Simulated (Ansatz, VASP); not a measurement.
InSe in VASP and in Ansatz

```
In Se
1.0
     2.00000    1.15470    8.31667
    -2.00000    1.15470    8.31667
     0.00000   -2.30940    8.31667
In Se
2 2
Direct
  0.00000 0.00000 0.00000
  0.11220 0.11220 0.11220
  0.61550 0.61550 0.61550
  0.83000 0.83000 0.83000
```

Alike in both runs: task single point; functional PBE; k mesh 6 × 6 × 6; occupations gaussian, width 0.1 eV; no spin polarisation.

|  | VASP | Ansatz |
| --- | --- | --- |
| version | VASP 6.6.1 | Ansatz 0.2.0 |
| potentials or method | VASP PAW PBE potentials, release 64 (In_d, Se) | scalar-relativistic, plane waves, PAW |
| plane-wave cutoff (eV) | 520 | 420 |
| valence electrons in the cell | 38 | 58 |

VASP gave:

- gap on the k mesh at the Fermi level (eV): 0.38
- least direct gap on the mesh (eV): 0.38
- pressure (GPa): 3.0
- largest component of the traceless stress (GPa): 0.49
- rms of the force components (eV/Å): 0.119

What did Ansatz give for the same quantities?

gap on the k mesh at the Fermi level (eV): 0.39; least direct gap on the mesh (eV): 0.39; pressure (GPa): 2.9; largest component of the traceless stress (GPa): 0.48; rms of the force components (eV/Å): 0.110.

Atom by atom the forces differ by 0.009 eV/Å (rms over components). The functional is the same, so the differences come from potentials, cutoffs and numerics. The two sets of potentials don't hold the same shells in valence.

Caveats: spin-orbit coupling is left out, which moves the levels of the heavy elements.
